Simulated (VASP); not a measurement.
The system is Li2Se.

```
Se Li
1.0
     0.00000    3.00250    3.00250
     3.00250    0.00000    3.00250
     3.00250    3.00250    0.00000
Se Li
1 2
Direct
  0.00000 0.00000 0.00000
  0.75000 0.75000 0.75000
  0.25000 0.25000 0.25000
```

Base run:

```yaml
Program: VASP 6.6.1
Functional: LAK
Potentials_or_basis: VASP PAW PBE potentials, release 64 (Se, Li_sv)
Cutoff: 520 eV
k_mesh: 8 × 8 × 8
Occupations: fermi-dirac, width 0.05 eV
Spin: no spin polarisation
```

Its results: band gap on the k mesh 3.83 eV, indirect (least direct gap 4.73 eV).

**Question.** After a change of settings the same cell gave: band gap on the k mesh 4.18 eV, indirect (least direct gap 4.75 eV). Which change was it?
A. functional from LAK to RPBE; further incar settings from ALGO = Normal; EDIFF = 1e-06; NBANDS = 13 to ALGO = Normal; EDIFF = 1e-06
B. functional from LAK to TB-mBJ
C. functional from LAK to PW91; further incar settings from ALGO = Normal; EDIFF = 1e-06; NBANDS = 13 to ALGO = Fast; EDIFF = 1e-07; NBANDS = 13
D. functional from LAK to revPBE; further incar settings from ALGO = Normal; EDIFF = 1e-06; NBANDS = 13 to ALGO = Normal; EDIFF = 1e-07; NBANDS = 13

**Answer.** B.

Runs at the PBE level aren't shown here.
